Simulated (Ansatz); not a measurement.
Given:

```yaml
crystal:
  lattice:
    - [4.22103, 0.00000, 0.00000]
    - [0.00000, 4.22103, 0.00000]
    - [2.11052, -2.11052, 3.02837]
  atoms:
    - { symbol: I, position: [0.00000, 0.00000, 0.00000] }
    - { symbol: Li, position: [0.50000, 0.50000, 0.00000] }
```

No spin polarisation.

The values are results of Kohn–Sham DFT with the r2SCAN functional, run in Ansatz (a program for electronic structure) with PAW and 500 eV plane waves, no spin-orbit coupling, not measurements. k-mesh 10×10×10 (Γ-centred); smearing 0.05 eV (Fermi–Dirac).

Q: Predict the hole mass and smallest direct gap.

A: The hole mass comes out as 0.41 mₑ out of plane, 1.1 mₑ in plane (at Γ) and the smallest direct gap is 5.15 eV.

Spin-orbit coupling, missing from the scalar runs, can matter with I. The cells carry an imposed strain or load. Masses are band curvatures over ±0.01 Å⁻¹ around the edge. Stability against distortions was not tested. The cell was made from LiI in the rock salt structure (space group Fm-3m, No. 225) by this change: biaxial strain −0.81 %, plane normal [001], relaxed out of plane.
